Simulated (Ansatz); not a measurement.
**Ag under pressure: fit and missing row**

Ag, P6_3/mmc, a = 2.935 Å, c = 4.798 Å. This isn't the element's structure at ambient conditions. Ansatz: PBE, PAW, 420 eV, Γ-centred 18×18×10 mesh on 2 atoms, Gaussian smearing 0.10 eV; no spin polarisation. Cell and atoms are relaxed at each pressure, and no other structure is tried, so the rows at high pressure may lie past a change of phase.

| V (Å³/atom) | P (GPa) |
| --- | --- |
| 12.485 | 90.01 |
| 13.762 | 50.01 |
| 15.094 | 24.95 |
| ? | 11.98 |
| 17.196 | 4.01 |
| 17.698 | 1.00 |
| 17.892 | -0.01 |
| 18.096 | -1.00 |

**Question.** Take V0 = 17.892 Å³/atom, count pressures from its P0 = -0.01 GPa, fit the third-order Birch–Murnaghan form to the other rows, and predict the missing volume.

**Answer.** With the Eulerian strain f = ½[(V0/V)^(2/3) − 1] and y = (P − P0)/[3f(1 + 2f)^(5/2)], the form is the line y = B0 + 1.5 B0 (B0′ − 4) f. Rows (f, y): 0.13555, 121.5; 0.09560, 112.6; 0.06002, 104.4; 0.01340, 93.6; 0.00365, 90.6; -0.00376, 89.4. Means f = 0.05074, y = 102.02; Σ(Δf)² = 0.01587, ΣΔfΔy = 3.689; the slope is their ratio. y = 90.22 + 232.4 f GPa, so B0 = 90.2 GPa and B0′ = 4 + 2 × (232.4)/(3 × 90.22) = 5.72. P = 11.98 GPa is met at f = 0.03445 (y = 98.23), so V = V0 (1 + 2f)^(−3/2) = 16.190 Å³/atom. The run gave 16.195 Å³/atom, so the fit is 0.005 Å³/atom too low, within twice the rms miss on the fitted rows (0.003 Å³/atom).

The compression curve stiffens steadily: y rises with f in every fitted row, and B0′ = 5.72 lies well above the value of 4 at which the third-order term vanishes. In silver this is probably due mostly to the filled 4d shells. As neighbouring atoms are pushed together, Pauli repulsion between these shells grows steeply, while the cohesion from the 5s and 5p electrons and their hybridisation with 4d changes more gently.

The equilibrium volume is larger, and B0 = 90.2 GPa somewhat lower, than is known for ordinary silver. The close-packed stacking should matter little here, so the likely cause is PBE's usual underbinding of the heavier noble metals, which lengthens the bonds and softens the lattice together. The predicted volume supports the fit as a smooth interpolation within the sampled range, but it is a weak test of B0 and B0′ separately, because errors in the two can largely compensate.
